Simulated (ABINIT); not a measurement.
An input for ABINIT 10.8.3 (BeTe (F-43m)):

```
acell 3*1.0 Angstrom
rprim 
  -0.000000000000 2.831458787600 2.831458787600
  2.831458787600 0.000000000000 2.831458787600
  2.831458787600 2.831458787600 0.000000000000
ntypat 2
znucl 4 52
natom 2
typat 1 2
xred 
  0.000000000000 0.000000000000 0.000000000000
  0.750000000000 0.750000000000 0.750000000000
pp_dirpath "pseudos"
pseudos "Be.upf, Te.upf"
ecut 38
ngkpt 6 6 6
nshiftk 1
shiftk 0 0 0
kptopt 1
chksymbreak 0
istwfk *1
occopt 1
irdwfk 1
optdriver 4
nband 145
gwcalctyp 0
ecutsigx 38
symsigma 1
nkptgw 2
kptgw 
  0.0000000000 0.0000000000 0.0000000000
  0.5000000000 0.5000000000 0.0000000000
bdgw 
  8 13
  9 12
ecuteps 7
irdscr 1
ppmodel 2
indata_prefix "in"
outdata_prefix "out"
tmpdata_prefix "tmp"
```

```sh
OMP_NUM_THREADS=1 mpirun -n 8 abinit run.abi > log
```

Q: How long will it take on 8 MPI ranks of Arm Neoverse V1, shared host, and how much memory?

It took 19 s; on shared hardware allow 9.6 s to 38 s. Peak host memory was 2.4 GiB.

[Paths, hosts, dates, memory and timing lines, banners, echoed tables and standing remarks are left out of the program output.]

[Logs are printed without paths, hosts, clocks, repeated set-up lines and the standing remarks that a program may print on its own settings, such as how far it seeks lower states.]

[Runs of the session that timed out or met a known fault of the program may be left out.]

[Hosts, paths, dates, database ids (printed as entryN), source tags and the programs' standing remarks are cut or masked in the printed files.]

[G0W0 gaps are taken among the corrected bands and points alone; a level outside them can change the order at an edge.]

[Where Ansatz stands beside ABINIT at settings called matched, ABINIT's density can come from a denser mesh and the files from another edition; pairs whose starting gaps differed by over 0.03 eV were left out, so agreement reads better than it is.]
